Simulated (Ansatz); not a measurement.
## Structure relaxation of Rb₂H₃

All numbers below come from DFT PBE, scalar-relativistic, plane waves, PAW in Ansatz. Cutoff 420 eV, Γ-centred k mesh, Gaussian smearing, no spin polarisation in the final step.

The start puts Rb₂H₃ on the A-type sesquioxide structure type (P-3m1, No. 164), with Rb in place of La, H in place of O, at a guessed volume.

```yaml
crystal:
  lattice:
    - [4.17516, 0.00000, 0.00000]
    - [-2.08758, 3.61579, 0.00000]
    - [0.00000, 0.00000, 6.49586]
  atoms:
    - { symbol: Rb, position: [0.33333, 0.66667, 0.24500] }
    - { symbol: Rb, position: [0.66667, 0.33333, 0.75500] }
    - { symbol: H, position: [0.00000, 0.00000, 0.00000] }
    - { symbol: H, position: [0.33333, 0.66667, 0.64500] }
    - { symbol: H, position: [0.66667, 0.33333, 0.35500] }
```

Cell and atoms relax at zero pressure; the relaxation can't lower the symmetry of the start. After a coarse first stage the cell is made exact in the group found at 0.06 Å.

The zero of energy is the elements' standard structures at the same level (H₂ as a molecule); no fitted shifts are applied.

(1) What does it relax into?

(2) What are its volume, energy, density and gap?

Results:

(1) It keeps P-3m1 (No. 164). The result has the A-type sesquioxide structure. Conventional cell: a = 4.935 Å, c = 5.999 Å. Rb is coordinated by 8 H at 2.85–3.18 Å; around H on Wyckoff site a (1 atom of the primitive cell) lie 6 Rb at 3.18 Å and 6 H at 3.26 Å; around H on Wyckoff site d (2 atoms of the primitive cell) lie 5 Rb at 2.85–3.01 Å and 3 H at 3.26 Å.

Space group P-3m1 (No. 164). a = 4.935 Å, b = 4.935 Å, c = 5.999 Å, α = 90.00°, β = 90.00°, γ = 120.00°
```json
{"atom": "Rb", "site": "2d", "symmetry": "3m.", "x": "0.3333", "y": "0.6667", "z": "0.2338"}
{"atom": "H", "site": "1a", "symmetry": "-3m.", "x": "0.0000", "y": "0.0000", "z": "0.0000"}
{"atom": "H", "site": "2d", "symmetry": "3m.", "x": "0.3333", "y": "0.6667", "z": "0.7363"}
```

(2) The volume per atom is 25.30 Å³. The density is 2.28 g/cm³. The energy over the elements is 0.31 eV/atom. The gap on the 12×12×6 mesh is 0 eV (a metal).

The final run used a 12×12×6 mesh on its 5-atom cell and 0.10 eV smearing. For metals, differences of a few meV/atom aren't resolved. A later test with randomly moved atoms came back to it.

Cost: 5 runs of about 3.2 core-minutes in all, on Arm Neoverse V1 (shared hosts).